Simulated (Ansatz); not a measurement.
# ZrSi2 (Cmcm) in Ansatz: equation of state

Aim: energy against volume of ZrSi2 in PBE, for its equilibrium volume and stiffness.

Everything below comes from runs of Ansatz 0.2.0. Logs are shortened: lines on timing, memory, paths and dates and some standing lists are left out, and cuts for length are marked.

**1. The crystal as given**

It takes space group Cmcm (No. 63, orthorhombic). Conventional cell: a = 3.706 Å, b = 14.735 Å, c = 3.672 Å, α = 90.00°, β = 90.00°, γ = 90.00°. Around Zr (site symmetry m2m) lie 10 Si at 2.72 to 2.97 Å. Si (site symmetry m2m) is surrounded by 4 Si at 2.61 Å and 4 Zr at 2.81 to 2.83 Å. Si (site symmetry m2m) is surrounded by 2 Si at 2.40 Å and 4 Zr at 2.72 Å.

**2. Single point, PBE, 15.71 Å³/atom (volume scaled by 0.94)**

input.yaml

```yaml
crystal:
  lattice:
    - [1.8151730594, -7.217100656, 0.0]
    - [1.8151730594, 7.217100656, 0.0]
    - [0.0, 0.0, 3.5970401912]
  atoms:
    - { symbol: Zr, position: [0.1054, 0.8946, 0.25] }
    - { symbol: Zr, position: [0.8946, 0.1054, 0.75] }
    - { symbol: Si, position: [0.7504, 0.2496, 0.25] }
    - { symbol: Si, position: [0.2496, 0.7504, 0.75] }
    - { symbol: Si, position: [0.4478, 0.5522, 0.25] }
    - { symbol: Si, position: [0.5522, 0.4478, 0.75] }
hamiltonian:
  xc: pbe
  pseudopotentials: { kind: paw }
kpoints:
  mp_grid: { grid: [7, 7, 7] }
scf:
  occupations: { method: fermi_dirac, width: 0.05 }
output:
  forces: true
  stress: true
  eigenvalues: true
  write_density: true
  write_potential: true
  elf: true
  volumetric_format: npy
```

Potentials or basis: Ansatz PAW.

Launch:

```
> ansatz run input.yaml --threads 2 --pin off --max-ram 5120MiB --backend cpu --events-out ev --progress --plain --runs-dir out
```

What it wrote:

```text
Warning: RAYON_NUM_THREADS=2 ignored (pool sized by the plan → 2); use --threads N
basis.fft_grid_basis auto: the FFT boxes are laid along the combinations [[1, 1, 0], [0, 1, 0], [0, 0, 1]] of the cell's own vectors, 3.630, 7.442 and 3.597 Å long. The dense box has 25×50×25 points. Along the cell's own vectors, as sized, it would have 50×50×25, 2.00 times as many. Of the 8 symmetry operations that the crystal satisfies within crystal.symmetry.tolerance (time reversal apart; of a slab, those that keep its plane) the dense box along the cell's own vectors carries 8, and the one as laid loses 4 of those. basis.fft_grid_basis: typed keeps the cell's own vectors: state it where this run's energies or levels are differenced outside the engine with another run's, or held beside a run that keeps those vectors. Those combinations have planes normal to reciprocal vector 3, as the cell's own vectors have. Each planar average written beside output.write_density, output.write_potential has a row for each plane of the box: 25. The volumetric files lie along those combinations, not along the cell's own vectors: a cube or XSF file states them, and fields.json those of NumPy files.
Engine: ansatz 0.2.0, aarch64-unknown-linux-gnu
Pseudopotentials: kind: paw
Pseudopotential: Zr, paw, valence charge 12, recommended cutoff 420 eV (normal), Zr.paw.azcp
Pseudopotential: Si, paw, valence charge 4, recommended cutoff 420 eV (normal), Si.paw.azcp
Functional definition: PBE
  parameter kappa = 0.804
  parameter beta = 0.06672455060314922
  exchange = pbe_x(kappa = kappa, mu = beta*pi^2/3)
  correlation = pbe_c(beta = beta)
Crystal: 6 atoms, lattice volume = 94.245 Å³
Basis set: ecut = 420 eV, 1843 PW (Γ), FFT grids on a1+a2, a2, a3, exchange–correlation on 50×100×50 points (8 copies of the dense FFT grid, shifted against one another)
Bands: 26, of which v1, the nominal top of the filled ones, is band 20 counted from 1 (19 counted from 0)
Symmetry: 8 space group operations
Space group: Cmcm (ITA 63), of the structure as read, at distance tolerance 4.6e-5 Å
k-points: 64 of 343
Non-local potential: Zr, projectors of the file, l = 0: 3, l = 1: 2, l = 2: 2, l = 3: 2
Non-local potential: Si, projectors of the file, l = 0: 2, l = 1: 2, l = 2: 2
PAW form: soft (Blöchl's): semilocal exchange-correlation on the pseudo side does not see the compensation charge
PAW one-centre angular grid: Zr, 590 points (default); XC on 64 Gauss nodes
PAW one-centre angular grid: Si, 110 points (default); XC on 64 Gauss nodes
Initial density: superposition of atomic densities (neutral atoms: chi_scale 0, normalization atom), corrected by the library's trained network
Initial wavefunctions: pseudopotential atomic-orbital guess
Functional: x = pbe(κ = 0.804, μ = 0.2195149727645171), c = pbe(β = 0.06672455060314922)
SCF iter   1: F=—  HF=-10914.698945 eV  |F-HF|=—  |Δ(HF+E_count)|=         —  Δρ=3.05e-3  dr2=1.01e-2  ethr=1.77e-3  ⟨swp⟩=6.5  Hψ=8650  notcnv=0
preconditioner: auto → Kerker (q_TF=auto, 2.365 Å⁻¹)  [metal: Δε(μ)=0.088 eV  Ē_g=6.906 eV  σ=0.050 eV  W_gap=0.39  n_scr=18 (ndim 8)  ℏωp=18.7 eV  f_vac=0.000  D(μ)=0.88/eV (n_scr^D=2)]
SCF iter   2: F=—  HF=-10914.698957 eV  |F-HF|=—  |Δ(HF+E_count)|=   1.24e-5  Δρ=1.60e-3  dr2=2.48e-3  ethr=2.52e-5  ⟨swp⟩=1.9  Hψ=2573  notcnv=0  defer=1
SCF iter   3: F=—  HF=-10914.699253 eV  |F-HF|=—  |Δ(HF+E_count)|=   2.97e-4  Δρ=3.27e-4  dr2=1.24e-4  ethr=6.21e-6  ⟨swp⟩=2.5  Hψ=2399  notcnv=0  defer=1
SCF iter   4: F=—  HF=-10914.699250 eV  |F-HF|=—  |Δ(HF+E_count)|=   3.85e-6  Δρ=5.79e-5  dr2=6.33e-6  ethr=3.11e-7  ⟨swp⟩=2.6  Hψ=2814  notcnv=0  defer=1
SCF iter   5: F=—  HF=-10914.699257 eV  |F-HF|=—  |Δ(HF+E_count)|=   7.16e-6  Δρ=1.70e-5  dr2=2.90e-7  ethr=1.58e-8  ⟨swp⟩=2.2  Hψ=2319  notcnv=0  defer=1
SCF iter   6: F=-10914.699257 eV  HF=-10914.699257 eV  |F-HF|=3.73e-9  |Δ(HF+E_count)|=   1.45e-8  Δρ=2.51e-6  dr2=9.56e-9  ethr=2.50e-10  ⟨swp⟩=10.1  Hψ=11082  notcnv=0
SCF 1 converged in 6 iterations: F = -10914.699257 eV  dr2 = 9.56e-9
SCF converged after 6 iterations
Free energy (F): -10914.699257 eV
Harris-Foulkes:  -10914.699257 eV  (|F-HF|=3.73e-9)
Internal energy: -10914.691244 eV  (E = F + TS)
E sigma→0 (E₀):  -10914.695250 eV
Entropy (-TS):   -0.008013 eV (-1.335 meV/atom)
Fermi energy:    13.592920 eV
--- Per-component energies (eV) ---
  E_band       = -87.170174
  E_kinetic    = 846.441546
  E_local      = -1466.316391  (includes V_loc(G=0)·N_el)
  E_nonlocal   = 263.071753
  E_hartree    = 511.293011
  E_xc         = -553.881392
  E_vxc        = -582.160171  (∫ρ·V_xc dr)
  E_paw        = -7959.395492  (= ΣΔE_a)
  E_vpaw       = -170.791343  (= ΣTr[D̂ρ^β])
  E_aug_tail   = 0.000074  (compensation charges beyond the density's cutoff)
  E_ewald      = -2555.904352
  E_smearing   = -0.008013  (= −TS)
  E_closure    = 0.000000  (closes the sum)
  Σ components = -10914.699257   (vs F -10914.699257, Δ=0.00e0)
--- Forces (eV/Å), atoms counted from 1 ---
  atom   1  Zr     0.00000000     0.15405029     0.00000000
  atom   2  Zr     0.00000000    -0.15405029     0.00000000
  atom   3  Si     0.00000000     0.09436847     0.00000000
  atom   4  Si     0.00000000    -0.09436847     0.00000000
  atom   5  Si     0.00000000     0.39392705     0.00000000
  atom   6  Si     0.00000000    -0.39392705     0.00000000
  max |Σ_I F_I| component: 1.11e-16 eV/Å
--- Stress (GPa, compression-positive) ---
        9.386128       0.000000       0.000000
        0.000000      10.083530       0.000000
        0.000000       0.000000      11.390985
  P = ⅓ Tr σ = 10.2869 GPa (102.869 kbar)
--- Band table (eV; the first three rows and the last of 64) ---
  k-point 0: bands = ["-34.9405", "-34.9234", "-13.2610", "-13.0711", "-13.0454", "-13.0420", "-13.0109", "-12.9622", "1.0687", "2.9064", "5.5637", "9.8941", "10.3830", "10.5324", "10.6876", "11.0441", "11.0541", "11.1965", "11.2369", "13.7111", "14.7836", "14.9434", "15.0894", "15.3258", "15.8618", "16.1690"]
  k-point 1: bands = ["-34.9371", "-34.9217", "-13.2479", "-13.0778", "-13.0652", "-13.0390", "-13.0256", "-13.0066", "1.3273", "3.0822", "5.8321", "8.6672", "9.0570", "10.6975", "10.8248", "11.0607", "11.0988", "11.4350", "12.1000", "13.8184", "14.2696", "14.4402", "14.5517", "15.8843", "15.9498", "16.6255"]
  k-point 2: bands = ["-34.9291", "-34.9184", "-13.2244", "-13.1675", "-13.0937", "-13.0513", "-13.0449", "-13.0331", "2.0758", "3.6080", "6.2337", "7.0477", "7.3913", "10.5655", "11.0332", "11.1054", "11.2822", "11.5536", "12.9518", "13.1889", "13.4837", "14.1169", "15.5134", "15.5298", "16.0325", "16.3173"]
  k-point 63: bands = ["-34.9210", "-34.9174", "-13.2505", "-13.2474", "-13.0963", "-13.0708", "-13.0379", "-13.0306", "3.5963", "3.8687", "5.0778", "5.2802", "9.0917", "10.0234", "10.4782", "11.0315", "11.1763", "11.4614", "12.1382", "13.2057", "13.2359", "14.2660", "15.7850", "16.0306", "16.2709", "16.4948"]
```

Run time: 4.9 s. Hardware: 2 threads of Arm Neoverse V2, shared host; peak memory 0.43 GiB.

What came out:

* Free energy: -10914.6993 eV
* Pressure: 10.3 GPa
* Largest force: 0.394 eV/Å
* Band gap on the k mesh: none (metal or under the smearing width)

**3. Single point, PBE, 16.04 Å³/atom (volume scaled by 0.96)**

Edit input.yaml of step 2 so:

```diff
@@ -2,5 +2,5 @@
   lattice:
-    - [1.8151730594, -7.217100656, 0.0]
-    - [1.8151730594, 7.217100656, 0.0]
-    - [0.0, 0.0, 3.5970401912]
+    - [1.8279563895, -7.2679269831, 0.0]
+    - [1.8279563895, 7.2679269831, 0.0]
+    - [0.0, 0.0, 3.6223722948]
   atoms:
```

Potentials or basis: Ansatz PAW.

Launch:

```
> ansatz run input.yaml --threads 2 --pin off --max-ram 5120MiB --backend cpu --events-out ev --progress --plain --runs-dir out
```

Wall time 4.9 s (2 threads of Arm Neoverse V2, shared host); peak memory 0.43 GiB.

Results (log left out):

| Quantity | Value |
| --- | --- |
| Free energy | -10914.8058 eV |
| Pressure | 6.8 GPa |
| Largest force | 0.318 eV/Å |
| Band gap on the k mesh | none (metal or under the smearing width) |

**4. Single point, PBE, 16.38 Å³/atom (volume scaled by 0.98)**

Edit input.yaml of step 3 so:

```diff
@@ -2,5 +2,5 @@
   lattice:
-    - [1.8279563895, -7.2679269831, 0.0]
-    - [1.8279563895, 7.2679269831, 0.0]
-    - [0.0, 0.0, 3.6223722948]
+    - [1.8405633837, -7.3180522014, 0.0]
+    - [1.8405633837, 7.3180522014, 0.0]
+    - [0.0, 0.0, 3.6473549621]
   atoms:
```

Launch:

```
> ansatz run input.yaml --threads 2 --pin off --max-ram 5120MiB --backend cpu --events-out ev --progress --plain --runs-dir out
```

Wall time 5 s (2 threads of Arm Neoverse V2, shared host); peak memory 0.44 GiB.

The run converged. Its results:

| Item | Value |
| --- | --- |
| Free energy | -10914.8712 eV |
| Pressure | 3.7 GPa |
| Largest force | 0.247 eV/Å |
| Band gap on the k mesh | none (metal or under the smearing width) |

**5. Single point, PBE, 16.71 Å³/atom**

Edit input.yaml of step 4 so:

```diff
@@ -2,5 +2,5 @@
   lattice:
-    - [1.8405633837, -7.3180522014, 0.0]
-    - [1.8405633837, 7.3180522014, 0.0]
-    - [0.0, 0.0, 3.6473549621]
+    - [1.853, -7.3675, 0.0]
+    - [1.853, 7.3675, 0.0]
+    - [0.0, 0.0, 3.672]
   atoms:
```

Launch:

```
> ansatz run input.yaml --threads 2 --pin off --max-ram 5120MiB --backend cpu --events-out ev --progress --plain --runs-dir out
```

It took 5.4 s on 2 threads of Arm Neoverse V2, shared host; peak memory 0.44 GiB.

The run converged. Its results:

```yaml
Free_energy: -10914.8994 eV
Pressure: 0.9 GPa
Largest_force: 0.183 eV/Å
Band_gap_on_the_k_mesh: none (metal or under the smearing width)
```

**6. Single point, PBE, 17.04 Å³/atom (volume scaled by 1.02)**

Edit input.yaml of step 5 so:

```diff
@@ -2,5 +2,5 @@
   lattice:
-    - [1.853, -7.3675, 0.0]
-    - [1.853, 7.3675, 0.0]
-    - [0.0, 0.0, 3.672]
+    - [1.8652718808, -7.4162928127, 0.0]
+    - [1.8652718808, 7.4162928127, 0.0]
+    - [0.0, 0.0, 3.6963185895]
   atoms:
```

Potentials or basis: Ansatz PAW.

Launch:

```
> ansatz run input.yaml --threads 2 --pin off --max-ram 5120MiB --backend cpu --events-out ev --progress --plain --runs-dir out
```

Run time: 5.6 s. Hardware: 2 threads of Arm Neoverse V2, shared host; peak memory 0.44 GiB.

Results (log left out):

```yaml
Free_energy: -10914.8941 eV
Pressure: -1.7 GPa
Largest_force: 0.128 eV/Å
Band_gap_on_the_k_mesh: none (metal or under the smearing width)
```

**7. Single point, PBE, 17.38 Å³/atom (volume scaled by 1.04)**

Edit input.yaml of step 6 so:

```diff
@@ -2,5 +2,5 @@
   lattice:
-    - [1.8652718808, -7.4162928127, 0.0]
-    - [1.8652718808, 7.4162928127, 0.0]
-    - [0.0, 0.0, 3.6963185895]
+    - [1.8773843753, -7.4644519076, 0.0]
+    - [1.8773843753, 7.4644519076, 0.0]
+    - [0.0, 0.0, 3.7203213308]
   atoms:
```

Launch:

```
> ansatz run input.yaml --threads 2 --pin off --max-ram 5120MiB --backend cpu --events-out ev --progress --plain --runs-dir out
```

It took 5.7 s on 2 threads of Arm Neoverse V2, shared host; peak memory 0.44 GiB.

The run converged. Its results:

```yaml
Free_energy: -10914.8585 eV
Pressure: -4.0 GPa
Largest_force: 0.081 eV/Å
Band_gap_on_the_k_mesh: none (metal or under the smearing width)
```

**8. Single point, PBE, 17.71 Å³/atom (volume scaled by 1.06)**

Edit input.yaml of step 7 so:

```diff
@@ -2,5 +2,5 @@
   lattice:
-    - [1.8773843753, -7.4644519076, 0.0]
-    - [1.8773843753, 7.4644519076, 0.0]
-    - [0.0, 0.0, 3.7203213308]
+    - [1.8893425599, -7.5119974692, 0.0]
+    - [1.8893425599, 7.5119974692, 0.0]
+    - [0.0, 0.0, 3.7440182839]
   atoms:
```

Launch:

```
> ansatz run input.yaml --threads 2 --pin off --max-ram 5120MiB --backend cpu --events-out ev --progress --plain --runs-dir out
```

Wall time 6 s (2 threads of Arm Neoverse V2, shared host); peak memory 0.45 GiB.

The run converged. Its results:

| Quantity | Value |
| --- | --- |
| Free energy | -10914.7955 eV |
| Pressure | -6.1 GPa |
| Largest force | 0.099 eV/Å |
| Band gap on the k mesh | none (metal or under the smearing width) |

**9. Equation of state, PBE**

Potentials or basis: Ansatz PAW.

No new run: the results of the series are fitted here.

What came out:

* Equilibrium volume: 16.82 Å³/atom
* Bulk modulus at fixed shape and positions: 130 GPa
* Pressure derivative of the bulk modulus: 4.1

Energy against volume, from the lowest point:
| volume (Å³/atom) | energy (meV/atom) |
| --- | --- |
| 15.707 | 33.36 |
| 16.042 | 15.59 |
| 16.376 | 4.70 |
| 16.710 | 0.00 |
| 17.044 | 0.88 |
| 17.378 | 6.81 |
| 17.713 | 17.32 |

Caveat: the cell was scaled at fixed shape and fractional positions, which overstates the stiffness of a crystal with free parameters, most of all of layers and chains.
